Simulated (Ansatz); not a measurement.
Here is an unrelaxed guess for SiO₂.

```
Si O
1.0
     6.29951    0.00000    0.00000
     0.00000    6.29951    0.00000
     0.00000    0.00000    4.86345
Si O
4 8
Direct
  0.33849 0.00000 0.75000
  0.66151 0.00000 0.25000
  0.00000 0.33849 0.00000
  0.00000 0.66151 0.50000
  0.50000 0.00000 0.50000
  0.50000 0.00000 0.00000
  0.16924 0.16924 0.87500
  0.16924 0.83076 0.62500
  0.83076 0.16924 0.12500
  0.83076 0.83076 0.37500
  0.00000 0.50000 0.75000
  0.00000 0.50000 0.25000
```

The calculation used Ansatz 0.2.0, DFT PBE, scalar-relativistic, plane waves, PAW. Settings: cutoff 420 eV, Γ-centred mesh 4×4×4 on the computed 12-atom cell, Gaussian smearing of 0.10 eV; no spin polarisation.

Formation energies are uncorrected and refer to the elements' standard structures at the same level (O₂ as a molecule).

Question: Estimate its pressure, forces and energy as it stands.

Answer: The pressure is 7.1 GPa (the mean over three directions, positive in compression), the largest force is 1.97 eV/Å, and the energy is −2.45 eV/atom against the elements. The shortest distance is 1.59 Å.

Question: Is it a good guess?

Answer: A rough one: relaxing gains about 0.32 eV/atom in 11 ionic steps and ends at −2.767 eV/atom on the finer mesh. The symmetry stays P4_122 (No. 91). The volume per atom shrinks by 8.2 %, from 16.1 to 14.8 Å³. The shortest distance goes from 1.59 Å (Si–O) to 1.62 Å (Si–O). Conventional cell: a = 6.094 Å, c = 4.769 Å. Around Si lie 4 O at 1.62–1.63 Å; O on its first site is surrounded by 2 Si at 1.63 Å; O on its second site is surrounded by 2 Si at 1.62 Å.

The last run used a 4×4×6 mesh (in the run's order of axes) for its 12-atom cell and Gaussian smearing of 0.02 eV. The relaxation can't lower the symmetry of the start, and the grade says only how near the guess is to its own end. Symmetry constrained the relaxation, so the result can be a saddle point.
